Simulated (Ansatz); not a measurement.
Here is an Ansatz 0.2.0 calculation.

The input input.yaml:

```yaml
crystal:
  lattice:
    - [0.0, 1.9465, 1.90757]
    - [1.9465, 0.0, 1.90757]
    - [1.9465, 1.9465, 0.0]
  atoms:
    - { symbol: Pd, position: [0.0, 0.0, 0.0] }
kpoints:
  mp_grid: { grid: [12, 12, 12] }
scf:
  occupations: { method: fermi_dirac, width: 0.05 }
hamiltonian:
  xc: pbe
  pseudopotentials: { kind: all_electron, lapw: { basis_error: 0.001 } }
output:
  forces: true
  stress: true
  eigenvalues: true
```

Potentials or basis: all-electron LAPW, scalar-relativistic.

Command:

```sh
$ ansatz run input.yaml --threads 1 --pin off --max-ram 3072MiB --backend cpu --events-out ev --progress --plain --runs-dir out
```

Predict the pressure.

11.2 GPa.

Estimate the band gap on the k mesh.

none (metal or under the smearing width).

Stress tensor (GPa, compression positive):
```
10.84  0.00  0.00
 0.00 10.84  0.00
 0.00  0.00 11.98
```
